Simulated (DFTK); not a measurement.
# Zr: band structure with PBE

The system is Zr.

```
CELL_PARAMETERS angstrom
3.23200 0.00000 0.00000
-1.61600 2.79899 0.00000
0.00000 0.00000 5.14700
ATOMIC_POSITIONS crystal
Zr 0.66667 0.33333 0.75000
Zr 0.33333 0.66667 0.25000
```

- Program: DFTK 0.8.2
- Task: band structure
- Functional: PBE
- Potentials or basis: SG15 1.2 (PBE)
- Cutoff: 1225 eV
- k mesh: 9 × 9 × 5
- Occupations: fermi-dirac, width 0.05 eV
- Spin: no spin polarisation
- Valence electrons: Zr 12
- SCF tolerance on the density: 1e-06

```yaml
Pressure: 0.5 GPa
Band_gap_on_the_k_mesh: none (metal or under the smearing width)
```

Stress tensor (GPa, compression positive):
```
0.21 0.00 0.00
0.00 0.21 0.00
0.00 0.00 1.09
```

Levels at the corners of the path, in eV from the Fermi level:
```
point  band 9  band 10  band 11  band 12  band 13  band 14  band 15  band 16
    Γ   -5.67    -3.04     0.85     0.85     1.00     1.15     1.54     1.54
    M   -2.58    -2.52    -2.15    -0.23     0.52     0.77     1.45     4.88
    K   -2.11    -1.37    -1.37    -1.15     0.25     0.25     1.79     4.30
    Γ   -5.67    -3.04     0.85     0.85     1.00     1.15     1.54     1.54
    A   -3.96    -3.96     0.03     0.03     0.75     0.75     0.75     0.75
    L   -2.88    -2.88    -1.07    -1.07     1.61     1.61     2.19     2.19
    H   -1.45    -1.45    -1.29    -1.29    -0.05    -0.05     2.03     2.03
    A   -3.96    -3.96     0.03     0.03     0.75     0.75     0.75     0.75
    L   -2.88    -2.88    -1.07    -1.07     1.61     1.61     2.19     2.19
    M   -2.58    -2.52    -2.15    -0.23     0.52     0.77     1.45     4.88
    K   -2.11    -1.37    -1.37    -1.15     0.25     0.25     1.79     4.30
    H   -1.45    -1.45    -1.29    -1.29    -0.05    -0.05     2.03     2.03
```

Wall time 2.3 min on 1 thread of Intel(R) Xeon(R) 6975P-C (Granite Rapids) (shared host), peak memory 2 GiB.
